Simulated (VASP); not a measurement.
Write the native input for VASP 6.6.1 that does the following.

```
Task                   : single point
Functional             : PBE
Potentials or basis    : VASP PAW PBE potentials, release 64 (Gd, O)
Cutoff                 : 520 eV
k mesh                 : 6 × 6 × 6
Occupations            : gaussian, width 0.05 eV
Spin                   : collinear spin, ferromagnetic start
Starting moments       : [7.0, 0.0] μB
Hubbard terms          : Gd f U = 8 eV
Further INCAR settings : ALGO = Fast; EDIFF = 1e-06; NBANDS = 23
```

The structure of GdO lies in POSCAR:

```
GdO
1.0
    0.0000000000      2.7000000000      2.7000000000
    2.7000000000      0.0000000000      2.7000000000
    2.7000000000      2.7000000000      0.0000000000
Gd O
1 1
Direct
    0.0000000000      0.0000000000      0.0000000000
    0.2500000000      0.2500000000      0.2500000000
```

The cell comes from a database or a generator and needn't be the stable form of this composition.

One way to write it, as run:

INCAR

```
SYSTEM = GdO
PREC = Accurate
ENCUT = 520
EDIFF = 1E-6
ISMEAR = 0
SIGMA = 0.05
LREAL = .FALSE.
LASPH = .TRUE.
NELM = 120
ALGO = Fast
ISIF = 2
LWAVE = .FALSE.
LCHARG = .FALSE.
ISPIN = 2
MAGMOM = 7 0
LORBIT = 11
LMAXMIX = 6
LDAU = .TRUE.
LDAUTYPE = 2
LDAUL = 3 -1
LDAUU = 8 0
LDAUJ = 0 0
LDAUPRINT = 1
GGA = PE
NBANDS = 23
```

KPOINTS

```
regular mesh
0
G
  6 6 6
  0 0 0
```

Potentials or basis: VASP PAW PBE potentials, release 64 (Gd, O).

Run with:

```bash
$ cat potpaw_PBE.64/Gd/POTCAR potpaw_PBE.64/O/POTCAR > POTCAR
$ mpirun -np 1 vasp_std > vasp.out
```

It gave:

* Pressure: 0.1 GPa
* Band gap on the k mesh: none (metal or under the smearing width)
* Net moment: 7.92 μB per cell
* Site moments: Gd +7.07; O +0.00 μB
* Valence electrons inside the program's atomic spheres: Gd 15.16; O 5.00

Caveat: spin-orbit coupling is left out, which moves the levels of the heavy elements; a cell with one magnetic atom can't hold antiferromagnetic order, which such compounds often take.

It took 2.8 min on 1 thread of Intel(R) Xeon(R) Platinum 8375C CPU @ 2.90GHz (Ice Lake), with other jobs on the host, peak memory 0.19 GiB.
